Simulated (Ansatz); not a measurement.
This log comes from Ansatz, run on PbTiO3, cubic perovskite. Cell and atoms come from a relaxation with r2SCAN.

Structure:
```
Pb Ti O
1.0
     3.93507    0.00000    0.00000
     0.00000    3.93507    0.00000
     0.00000    0.00000    3.93507
Pb Ti O
1 1 3
Direct
  0.00000 0.00000 0.00000
  0.50000 0.50000 0.50000
  0.50000 0.50000 0.00000
  0.50000 0.00000 0.50000
  0.00000 0.50000 0.50000
```

The output, standing remarks left out:
```
Crystal: 5 atoms, lattice volume = 60.934 Å³
Basis set: ecut = 420 eV, 1213 PW (Γ)
Bands: 27, of which v1, the nominal top of the filled ones, is band 22 counted from 1 (21 counted from 0)
Symmetry: 48 space group operations
k-points: 40 of 216 (irreducible under 8 space group operations, time reversal used)
SCF 1 converged in 8 iterations: F = -16112.317460 eV  dr2 = 3.44e-11
SCF 1 converged in 5 iterations: F = -16112.311185 eV  dr2 = 1.05e-8
SCF converged after 8 iterations
Free energy (F): -16112.317460 eV
Fermi energy:    10.934114 eV
--- Dielectric response (ions clamped): 3 representative field directions + reference, inside a basis on a mesh of 512 k-points ---
  ε∞ (high-frequency dielectric tensor):
        8.445576     0.000000     0.000000
        0.000000     8.445576     0.000000
        0.000000     0.000000     8.445576
  Born effective charges Z* (e; rows j = field, columns β = displacement):
    site 0:
         3.87718    0.00000    0.00000
         0.00000    3.87718    0.00000
         0.00000    0.00000    3.87718
    site 1:
         7.23544    0.00000    0.00000
         0.00000    7.23544    0.00000
         0.00000    0.00000    7.23544
    site 2:
        -2.57754    0.00000    0.00000
         0.00000   -2.57754    0.00000
         0.00000    0.00000   -5.95753
    site 3:
        -2.57754    0.00000    0.00000
         0.00000   -5.95753    0.00000
         0.00000    0.00000   -2.57754
    site 4:
        -5.95753    0.00000    0.00000
         0.00000   -2.57754    0.00000
         0.00000    0.00000   -2.57754
  ε∞ is read to err by 3.0e-2, Z* by 3.5e-2 e
```

Question: Reconstruct the input.

Answer:
```yaml
crystal:
  # lattice and atoms as above
kpoints:
  mp_grid: { grid: [6, 6, 6] }
hamiltonian:
  xc: pbe
scf:
  occupations: { method: fixed }
dielectric: {}
```
There is no exchange loop, so no exact exchange. A response with clamped ions alone is the dielectric block. The lines shown narrow the functional down without fixing it; this is the one that was run. Not every key shows in the log; this is the file that was used.

Command: `ansatz run input.yaml --threads 4 --pin off --max-ram 7372MiB --backend cpu --events-out ev --progress --plain --runs-dir out`. Wall time 17 s on 4 threads of Arm Neoverse V1 (shared host), load about 0.7 per core; peak host memory 0.57 GiB.

Calculated for a static, non-magnetic cell.
